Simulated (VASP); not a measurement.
**Te$_{2}$Mo (distorted 1T (CdI2) bulk): one LDA single-point calculation in two programs**

```xyz
3
Lattice="3.5147 -0.0167 0.0249 -1.7718 3.0335 -0.0480 0.0511 -0.0841 7.3141" Properties=species:S:1:pos:R:3 pbc="T T T"
Mo    0.0637   -0.0420    7.3064
Te    0.0364    1.9902    1.7561
Te    1.7994    0.9225    5.4440
```

Each program uses its own PAW datasets. VASP's cell holds 26 valence electrons and Ansatz's 46. LDA means the Perdew–Zunger form with relativistic exchange in VASP and the Perdew–Wang form in Ansatz. Ansatz's stress includes a Pulay correction; VASP's doesn't.

Cutoffs: 520 eV in VASP, 420 eV in Ansatz. k meshes: 8×8×4 and 8×8×4.

```json
{"": "gap between bands v and c on the k mesh", "VASP": "-0.19 eV (bands overlap: a metal)", "Ansatz": "-0.19 eV (bands overlap: a metal)"}
{"": "least direct gap on the k mesh", "VASP": "0.10 eV", "Ansatz": "0.10 eV"}
{"": "pressure", "VASP": "-2.5 GPa", "Ansatz": "-2.7 GPa"}
{"": "largest force", "VASP": "0.86 eV/Å", "Ansatz": "0.85 eV/Å"}
```

Forces (eV/Å), VASP:

| atom | Fx | Fy | Fz |
| --- | --- | --- | --- |
| Mo | 0.073 | -0.481 | -0.707 |
| Te | -0.279 | 0.523 | 0.343 |
| Te | 0.206 | -0.042 | 0.364 |

Ansatz:

```
atom      Fx      Fy      Fz
  Mo   0.073  -0.479  -0.701
  Te  -0.277   0.520   0.290
  Te   0.204  -0.041   0.411
```
